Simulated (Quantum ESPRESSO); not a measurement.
# How the functional moves the magnetism of MnS (Browneite)

Two starts of MnS (Browneite) are run at each rung of the functional.

Calculated with Quantum ESPRESSO 7.5; LDA with U = 4 eV on Mn d (ortho-atomic projectors); plane waves with GBRV 1.5 LDA potentials, no spin-orbit coupling (settings of the first rung).

### 1. Starting point

The structure is cubic, space group F-43m (No. 216). Conventional cell: a = 5.600 Å, b = 5.600 Å, c = 5.600 Å, α = 90.00°, β = 90.00°, γ = 90.00°. Nearest to Mn lie 4 S at 2.42 Å. S has 4 Mn at 2.42 Å nearest. Farther neighbours and most contacts between anions are not listed.

The cell comes from the Crystallography Open Database.

### 2. Rung 1, start ferro +

File pw.in:

```
&CONTROL
  calculation = 'scf'
  prefix = 'pwscf'
  outdir = './tmp'
  pseudo_dir = './pseudo'
  disk_io = 'nowf'
/
&SYSTEM
  ibrav = 0
  nat = 2
  ntyp = 2
  ecutwfc = 40
  ecutrho = 280
  nbnd = 19
  occupations = 'smearing'
  smearing = 'fd'
  degauss = 0.00367493
  nspin = 2
  starting_magnetization(1) = 0.3
  starting_magnetization(2) = 0
/
&ELECTRONS
  conv_thr = 4d-09
  electron_maxstep = 150
  mixing_beta = 0.3
/
ATOMIC_SPECIES
Mn     54.9380 mn_lda_v1.5.uspp.F.UPF
S      32.0600 s_lda_v1.4.uspp.F.UPF
CELL_PARAMETERS angstrom
   0.0000000000    2.8000000000    2.8000000000
   2.8000000000    0.0000000000    2.8000000000
   2.8000000000    2.8000000000    0.0000000000
ATOMIC_POSITIONS crystal
Mn      0.0000000000    0.0000000000    0.0000000000
S       0.2500000000    0.2500000000    0.2500000000
K_POINTS automatic
6 6 6 0 0 0
HUBBARD {ortho-atomic}
U Mn-3d 4.0000
```

Launch:

```sh
> OMP_NUM_THREADS=1 mpirun -n 2 pw.x -nk 2 -in pw.in > pw.out
```

The program printed:

```text
Program PWSCF v.7.5 starts

     Message from routine setup:
     using ibrav=0 with symmetry is DISCOURAGED, use correct ibrav instead

     K-points division:     npool     =       2
     Subspace diagonalization in iterative solution of the eigenvalue problem:

     bravais-lattice index     =            0
     lattice parameter (alat)  =       7.4829  a.u.
     unit-cell volume          =     296.2789 (a.u.)^3
     number of atoms/cell      =            2
     number of atomic types    =            2
     number of electrons       =        21.00
     number of Kohn-Sham states=           19
     kinetic-energy cutoff     =      40.0000  Ry
     charge density cutoff     =     280.0000  Ry
     scf convergence threshold =      4.0E-09
     mixing beta               =       0.3000
     number of iterations used =            8  plain     mixing
     Exchange-correlation=  SLA  PZ   NOGX NOGC
                           (   1   1   0   0   0   0   0)
     Hubbard projectors: ortho-atomic
     Hubbard parameters of DFT+U (Dudarev formulation) in eV:
     U(Mn-3d) =  4.0000

     Internal variables: lda_plus_u =T, lda_plus_u_kind = 0

     Internal variables: orbital_resolved =F, hub_pot_fix =F, apply_U = F

     celldm(1)=   7.482934  celldm(2)=   0.000000  celldm(3)=   0.000000
     celldm(4)=   0.000000  celldm(5)=   0.000000  celldm(6)=   0.000000

     crystal axes: (cart. coord. in units of alat)
               a(1) = (   0.000000   0.707107   0.707107 )
               a(2) = (   0.707107   0.000000   0.707107 )
               a(3) = (   0.707107   0.707107   0.000000 )

     reciprocal axes: (cart. coord. in units 2 pi/alat)
               b(1) = ( -0.707107  0.707107  0.707107 )
               b(2) = (  0.707107 -0.707107  0.707107 )
               b(3) = (  0.707107  0.707107 -0.707107 )

     PseudoPot. # 1 for Mn read from file:
     mn_lda_v1.5.uspp.F.UPF
     Pseudo is Ultrasoft + core correction, Zval = 15.0

     PseudoPot. # 2 for S  read from file:
     s_lda_v1.4.uspp.F.UPF
     Pseudo is Ultrasoft + core correction, Zval =  6.0

     atomic species   valence    mass     pseudopotential
     Mn               15.00    54.93800     Mn( 1.00)
     S                 6.00    32.06000     S ( 1.00)

     Starting magnetic structure
     atomic species   magnetization
     Mn              0.300
     S               0.000

     24 Sym. Ops. (no inversion) found

   Cartesian axes

     site n.     atom                  positions (alat units)
         1        Mn     tau(   1) = (   0.0000000   0.0000000   0.0000000  )
         2        S      tau(   2) = (   0.3535534   0.3535534   0.3535534  )

     number of k points=    16  Fermi-Dirac smearing, width (Ry)=  0.0037
                       cart. coord. in units 2pi/alat
        k(    1) = (   0.0000000   0.0000000   0.0000000), wk =   0.0046296
        k(    2) = (   0.1178511   0.1178511  -0.1178511), wk =   0.0370370
        k(    3) = (   0.2357023   0.2357023  -0.2357023), wk =   0.0370370
        k(    4) = (  -0.3535534  -0.3535534   0.3535534), wk =   0.0185185
        k(    5) = (   0.2357023   0.0000000  -0.0000000), wk =   0.0277778
        [... 11 further k-points ...]

     Dense  grid:    23409 G-vectors     FFT dimensions: (  40,  40,  40)

     Smooth grid:    10081 G-vectors     FFT dimensions: (  32,  32,  32)

     Check: negative core charge=   -0.000033
     Generating pointlists ...
     new r_m :   0.2526 (alat units)  1.8902 (a.u.) for type    1
     new r_m :   0.2526 (alat units)  1.8902 (a.u.) for type    2

     Initial potential from superposition of free atoms

     starting charge      20.4999, renormalised to      21.0000

     STARTING HUBBARD OCCUPATIONS:

     =================== HUBBARD OCCUPATIONS ===================
     ------------------------ ATOM    1 ------------------------
     Tr[ns(  1)] (up, down, total) =   5.00000  0.00000  5.00000
     Atomic magnetic moment for atom   1 =   5.00000
     [... lines left out ...]
     Number of occupied Hubbard levels =    5.0000

     Atomic wfc used for Hubbard projectors are orthogonalized

     Starting wfcs are   17 randomized atomic wfcs +    2 random wfcs

     Self-consistent Calculation

     iteration #  1     ecut=    40.00 Ry     beta= 0.30
     Davidson diagonalization with overlap
     ethr =  1.00E-02,  avg # of iterations =  6.1

     =================== HUBBARD OCCUPATIONS ===================
     ------------------------ ATOM    1 ------------------------
     Tr[ns(  1)] (up, down, total) =   4.82873  0.14817  4.97691
     Atomic magnetic moment for atom   1 =   4.68056
     [... lines left out ...]
     Number of occupied Hubbard levels =    4.9769

     total energy              =    -235.14658228 Ry
     estimated scf accuracy    <       0.51098871 Ry

     total magnetization       =     5.00 Bohr mag/cell
     absolute magnetization    =     5.00 Bohr mag/cell

     iteration #  2     ecut=    40.00 Ry     beta= 0.30
     Davidson diagonalization with overlap
     ethr =  2.43E-03,  avg # of iterations =  1.6

     total energy              =    -235.23563132 Ry
     estimated scf accuracy    <       0.02242987 Ry

     total magnetization       =     5.00 Bohr mag/cell
     absolute magnetization    =     5.00 Bohr mag/cell

     [... further iterations left out ...]

     iteration #  9     ecut=    40.00 Ry     beta= 0.30
     Davidson diagonalization with overlap
     ethr =  3.98E-10,  avg # of iterations =  4.4

     negative rho (up, down):  0.000E+00 4.604E-04

     total energy              =    -235.24094599 Ry
     estimated scf accuracy    <       0.00000003 Ry

     total magnetization       =     5.00 Bohr mag/cell
     absolute magnetization    =     5.00 Bohr mag/cell

     iteration # 10     ecut=    40.00 Ry     beta= 0.30
     Davidson diagonalization with overlap
     ethr =  1.58E-10,  avg # of iterations =  1.6

     negative rho (up, down):  0.000E+00 4.602E-04

     Magnetic moment per site  (integrated on atomic sphere of radius R)
     atom   1 (R=0.253)  charge= 12.9167  magn=  4.3324
     atom   2 (R=0.253)  charge=  4.2231  magn=  0.0719

     End of self-consistent calculation

     =================== HUBBARD OCCUPATIONS ===================
     ------------------------ ATOM    1 ------------------------
     Tr[ns(  1)] (up, down, total) =   4.95478  0.28015  5.23494
     Atomic magnetic moment for atom   1 =   4.67463
     [... lines left out ...]
     Number of occupied Hubbard levels =    5.2349

     [... lines left out ...]
     the Fermi energy is     7.3645 ev

!    total energy              =    -235.24094600 Ry
     estimated scf accuracy    <          3.5E-09 Ry
     smearing contrib. (-TS)   =      -0.00000011 Ry
     internal energy E=F+TS    =    -235.24094589 Ry

     The total energy is F=E-TS. E is the sum of the following terms:
     one-electron contribution =    -158.03311091 Ry
     hartree contribution      =      84.23518001 Ry
     xc contribution           =     -34.76917861 Ry
     ewald contribution        =    -126.71880431 Ry
     Hubbard energy            =       0.04496793 Ry

     total magnetization       =     5.00 Bohr mag/cell
     absolute magnetization    =     5.00 Bohr mag/cell

     convergence has been achieved in  10 iterations

=------------------------------------------------------------------------------=
   JOB DONE.
=------------------------------------------------------------------------------=
```

Run time: 8.7 s. Hardware: 2 MPI ranks of Intel Xeon 6975P-C (Granite Rapids), shared host; peak memory 0.22 GiB; 17 s of CPU time.

Spin moment in the atom's sphere by atom:

| atom | spin moment in the atom's sphere (μB) |
| --- | --- |
| Mn1 | 4.33 |
| S2 | 0.07 |

This step gave:

| Property | Result |
| --- | --- |
| magnetization | 5 μB |
| final state | ferromagnetic |

### 3. Rung 1, start antiferro q=(0,1/2,1/2) +-

The wavevector q is in fractions of the reciprocal vectors of the crystal's primitive cell, as the cells of these inputs are built from it; moments change sign between cells as cos(2π q·R).

File pw.in:

```
&CONTROL
  calculation = 'scf'
  prefix = 'pwscf'
  outdir = './tmp'
  pseudo_dir = './pseudo'
  disk_io = 'nowf'
/
&SYSTEM
  ibrav = 0
  nat = 4
  ntyp = 3
  ecutwfc = 40
  ecutrho = 280
  nbnd = 30
  occupations = 'smearing'
  smearing = 'fd'
  degauss = 0.00367493
  nspin = 2
  starting_magnetization(1) = 0.3
  starting_magnetization(2) = -0.3
  starting_magnetization(3) = 0
/
&ELECTRONS
  conv_thr = 8d-09
  electron_maxstep = 150
  mixing_beta = 0.3
/
ATOMIC_SPECIES
Mn1    54.9380 mn_lda_v1.5.uspp.F.UPF
Mn2    54.9380 mn_lda_v1.5.uspp.F.UPF
S      32.0600 s_lda_v1.4.uspp.F.UPF
CELL_PARAMETERS angstrom
   0.0000000000    2.8000000000    2.8000000000
   5.6000000000    0.0000000000    5.6000000000
   5.6000000000    2.8000000000    2.8000000000
ATOMIC_POSITIONS crystal
Mn1     0.0000000000    0.0000000000    0.0000000000
Mn2     0.0000000000    0.5000000000    0.0000000000
S       0.2500000000    0.0000000000    0.2500000000
S       0.2500000000    0.5000000000    0.2500000000
K_POINTS automatic
6 3 6 0 0 0
HUBBARD {ortho-atomic}
U Mn1-3d 4.0000
U Mn2-3d 4.0000
```

The program printed:

```text
     [... lines left out ...]
Program PWSCF v.7.5 starts
     [... lines left out ...]
     number of atoms/cell      =            4
     [... lines left out ...]
     number of electrons       =        42.00
     number of Kohn-Sham states=           30
     kinetic-energy cutoff     =      40.0000  Ry
     charge density cutoff     =     280.0000  Ry
     scf convergence threshold =      8.0E-09
     [... lines left out ...]
      8 Sym. Ops. (no inversion) found
     [... lines left out ...]
     number of k points=    20  Fermi-Dirac smearing, width (Ry)=  0.0037
     [... lines left out ...]
     iteration # 13     ecut=    40.00 Ry     beta= 0.30
     [... lines left out ...]
     Magnetic moment per site  (integrated on atomic sphere of radius R)
     atom   1 (R=0.253)  charge= 12.9234  magn=  4.2513
     atom   2 (R=0.253)  charge= 12.9234  magn= -4.2513
     atom   3 (R=0.253)  charge=  4.2133  magn= -0.0000
     atom   4 (R=0.253)  charge=  4.2133  magn=  0.0000
     [... lines left out ...]
     Tr[ns(  1)] (up, down, total) =   4.94169  0.33369  5.27538
     [... lines left out ...]
     Tr[ns(  2)] (up, down, total) =   0.33369  4.94169  5.27538
     [... lines left out ...]
     the Fermi energy is     7.0923 ev
!    total energy              =    -470.49855844 Ry
     estimated scf accuracy    <          3.2E-09 Ry
     smearing contrib. (-TS)   =      -0.00000000 Ry
     [... lines left out ...]
     total magnetization       =    -0.00 Bohr mag/cell
     absolute magnetization    =     9.53 Bohr mag/cell
     convergence has been achieved in  13 iterations
```

Wall time 65 s (2 MPI ranks); peak memory 0.35 GiB; 2.2 min of CPU time.

Spin moment in the atom's sphere by atom:

| atom | spin moment in the atom's sphere (μB) |
| --- | --- |
| Mn1 | 4.25 |
| Mn2 | -4.25 |
| S3 | 0.00 |
| S4 | 0.00 |

This step gave:

| Quantity | Value |
| --- | --- |
| magnetization | 0 μB |
| final state | antiferromagnetic |

### 4. Rung 2, start ferro +

File pw.in:

```
&CONTROL
  calculation = 'scf'
  prefix = 'pwscf'
  outdir = './tmp'
  pseudo_dir = './pseudo'
  disk_io = 'nowf'
/
&SYSTEM
  ibrav = 0
  nat = 2
  ntyp = 2
  ecutwfc = 40
  ecutrho = 280
  nbnd = 19
  occupations = 'smearing'
  smearing = 'fd'
  degauss = 0.00367493
  nspin = 2
  starting_magnetization(1) = 0.3
  starting_magnetization(2) = 0
/
&ELECTRONS
  conv_thr = 4d-09
  electron_maxstep = 150
  mixing_beta = 0.3
/
ATOMIC_SPECIES
Mn     54.9380 mn_pbesol_v1.5.uspp.F.UPF
S      32.0600 s_pbesol_v1.4.uspp.F.UPF
CELL_PARAMETERS angstrom
   0.0000000000    2.8000000000    2.8000000000
   2.8000000000    0.0000000000    2.8000000000
   2.8000000000    2.8000000000    0.0000000000
ATOMIC_POSITIONS crystal
Mn      0.0000000000    0.0000000000    0.0000000000
S       0.2500000000    0.2500000000    0.2500000000
K_POINTS automatic
6 6 6 0 0 0
HUBBARD {ortho-atomic}
U Mn-3d 4.0000
```

The program printed:

```text
     [... lines left out ...]
Program PWSCF v.7.5 starts
     [... lines left out ...]
     number of atoms/cell      =            2
     [... lines left out ...]
     number of electrons       =        21.00
     number of Kohn-Sham states=           19
     kinetic-energy cutoff     =      40.0000  Ry
     charge density cutoff     =     280.0000  Ry
     scf convergence threshold =      4.0E-09
     [... lines left out ...]
     24 Sym. Ops. (no inversion) found
     [... lines left out ...]
     number of k points=    16  Fermi-Dirac smearing, width (Ry)=  0.0037
     [... lines left out ...]
     iteration # 11     ecut=    40.00 Ry     beta= 0.30
     [... lines left out ...]
     Magnetic moment per site  (integrated on atomic sphere of radius R)
     atom   1 (R=0.253)  charge= 12.9036  magn=  4.3556
     atom   2 (R=0.253)  charge=  4.2303  magn=  0.0455
     [... lines left out ...]
     Tr[ns(  1)] (up, down, total) =   4.95574  0.26355  5.21929
     [... lines left out ...]
     the Fermi energy is     7.6490 ev
!    total energy              =    -235.08950341 Ry
     estimated scf accuracy    <          2.4E-10 Ry
     smearing contrib. (-TS)   =      -0.00000001 Ry
     [... lines left out ...]
     total magnetization       =     5.00 Bohr mag/cell
     absolute magnetization    =     5.00 Bohr mag/cell
     convergence has been achieved in  11 iterations
```

Elapsed: 9.4 s, on 2 MPI ranks; peak memory 0.22 GiB; 18 s of CPU time.

This step gave:

| Item | Value |
| --- | --- |
| magnetization | 5 μB |
| final state | ferromagnetic |
| largest moment | 4.356 μB |

### 5. Rung 2, start antiferro q=(0,1/2,1/2) +-

File pw.in:

```
&CONTROL
  calculation = 'scf'
  prefix = 'pwscf'
  outdir = './tmp'
  pseudo_dir = './pseudo'
  disk_io = 'nowf'
/
&SYSTEM
  ibrav = 0
  nat = 4
  ntyp = 3
  ecutwfc = 40
  ecutrho = 280
  nbnd = 30
  occupations = 'smearing'
  smearing = 'fd'
  degauss = 0.00367493
  nspin = 2
  starting_magnetization(1) = 0.3
  starting_magnetization(2) = -0.3
  starting_magnetization(3) = 0
/
&ELECTRONS
  conv_thr = 8d-09
  electron_maxstep = 150
  mixing_beta = 0.3
/
ATOMIC_SPECIES
Mn1    54.9380 mn_pbesol_v1.5.uspp.F.UPF
Mn2    54.9380 mn_pbesol_v1.5.uspp.F.UPF
S      32.0600 s_pbesol_v1.4.uspp.F.UPF
CELL_PARAMETERS angstrom
   0.0000000000    2.8000000000    2.8000000000
   5.6000000000    0.0000000000    5.6000000000
   5.6000000000    2.8000000000    2.8000000000
ATOMIC_POSITIONS crystal
Mn1     0.0000000000    0.0000000000    0.0000000000
Mn2     0.0000000000    0.5000000000    0.0000000000
S       0.2500000000    0.0000000000    0.2500000000
S       0.2500000000    0.5000000000    0.2500000000
K_POINTS automatic
6 3 6 0 0 0
HUBBARD {ortho-atomic}
U Mn1-3d 4.0000
U Mn2-3d 4.0000
```

The program printed:

```text
     [... lines left out ...]
Program PWSCF v.7.5 starts
     [... lines left out ...]
     number of atoms/cell      =            4
     [... lines left out ...]
     number of electrons       =        42.00
     number of Kohn-Sham states=           30
     kinetic-energy cutoff     =      40.0000  Ry
     charge density cutoff     =     280.0000  Ry
     scf convergence threshold =      8.0E-09
     [... lines left out ...]
      8 Sym. Ops. (no inversion) found
     [... lines left out ...]
     number of k points=    20  Fermi-Dirac smearing, width (Ry)=  0.0037
     [... lines left out ...]
     iteration # 14     ecut=    40.00 Ry     beta= 0.30
     [... lines left out ...]
     Magnetic moment per site  (integrated on atomic sphere of radius R)
     atom   1 (R=0.253)  charge= 12.9090  magn=  4.2839
     atom   2 (R=0.253)  charge= 12.9090  magn= -4.2839
     atom   3 (R=0.253)  charge=  4.2217  magn= -0.0000
     atom   4 (R=0.253)  charge=  4.2217  magn=  0.0000
     [... lines left out ...]
     Tr[ns(  1)] (up, down, total) =   4.94498  0.31043  5.25541
     [... lines left out ...]
     Tr[ns(  2)] (up, down, total) =   0.31043  4.94498  5.25542
     [... lines left out ...]
     the Fermi energy is     7.3585 ev
!    total energy              =    -470.19375200 Ry
     estimated scf accuracy    <          3.0E-09 Ry
     smearing contrib. (-TS)   =      -0.00000000 Ry
     [... lines left out ...]
     total magnetization       =    -0.00 Bohr mag/cell
     absolute magnetization    =     9.65 Bohr mag/cell
     convergence has been achieved in  14 iterations
```

It took 74 s on 2 MPI ranks; peak memory 0.4 GiB; 2.5 min of CPU time.

Numbers from this step:

```
magnetization  : 0 μB
final state    : antiferromagnetic
largest moment : 4.284 μB
```

### 6. Rung 3, start ferro +

File pw.in:

```
&CONTROL
  calculation = 'scf'
  prefix = 'pwscf'
  outdir = './tmp'
  pseudo_dir = './pseudo'
  disk_io = 'nowf'
/
&SYSTEM
  ibrav = 0
  nat = 2
  ntyp = 2
  ecutwfc = 40
  ecutrho = 280
  nbnd = 19
  occupations = 'smearing'
  smearing = 'fd'
  degauss = 0.00367493
  nspin = 2
  starting_magnetization(1) = 0.3
  starting_magnetization(2) = 0
/
&ELECTRONS
  conv_thr = 4d-09
  electron_maxstep = 150
  mixing_beta = 0.3
/
ATOMIC_SPECIES
Mn     54.9380 mn_pbe_v1.5.uspp.F.UPF
S      32.0600 s_pbe_v1.4.uspp.F.UPF
CELL_PARAMETERS angstrom
   0.0000000000    2.8000000000    2.8000000000
   2.8000000000    0.0000000000    2.8000000000
   2.8000000000    2.8000000000    0.0000000000
ATOMIC_POSITIONS crystal
Mn      0.0000000000    0.0000000000    0.0000000000
S       0.2500000000    0.2500000000    0.2500000000
K_POINTS automatic
6 6 6 0 0 0
HUBBARD {ortho-atomic}
U Mn-3d 4.0000
```

The program printed:

```text
     [... lines left out ...]
Program PWSCF v.7.5 starts
     [... lines left out ...]
     number of atoms/cell      =            2
     [... lines left out ...]
     number of electrons       =        21.00
     number of Kohn-Sham states=           19
     kinetic-energy cutoff     =      40.0000  Ry
     charge density cutoff     =     280.0000  Ry
     scf convergence threshold =      4.0E-09
     [... lines left out ...]
     24 Sym. Ops. (no inversion) found
     [... lines left out ...]
     number of k points=    16  Fermi-Dirac smearing, width (Ry)=  0.0037
     [... lines left out ...]
     iteration # 10     ecut=    40.00 Ry     beta= 0.30
     [... lines left out ...]
     Magnetic moment per site  (integrated on atomic sphere of radius R)
     atom   1 (R=0.253)  charge= 12.9057  magn=  4.3638
     atom   2 (R=0.253)  charge=  4.2537  magn=  0.0492
     [... lines left out ...]
     Tr[ns(  1)] (up, down, total) =   4.95760  0.26091  5.21851
     [... lines left out ...]
     the Fermi energy is     7.8027 ev
!    total energy              =    -235.32780890 Ry
     estimated scf accuracy    <          1.6E-09 Ry
     smearing contrib. (-TS)   =      -0.00000000 Ry
     [... lines left out ...]
     total magnetization       =     5.00 Bohr mag/cell
     absolute magnetization    =     5.00 Bohr mag/cell
     convergence has been achieved in  10 iterations
```

Wall time 9.6 s (2 MPI ranks); peak memory 0.22 GiB; 19 s of CPU time.

This step gave:

* magnetization: 5 μB
* final state: ferromagnetic
* largest moment: 4.364 μB

[end of part 1 of 3]

[Logs and program files are shortened in this print: banners, set-up blocks, solver, clock and traceback lines can be left out without a mark of their own.]

[Logs are printed without paths, hosts, clocks, repeated set-up lines and the standing remarks that a program may print on its own settings, such as how far it seeks lower states.]

[Hosts, paths, dates, database ids (printed as entryN), source tags and the programs' standing remarks are cut or masked in the printed files.]

[Where a cell is said to come from a database of computed structures, the database is the Materials Project.]
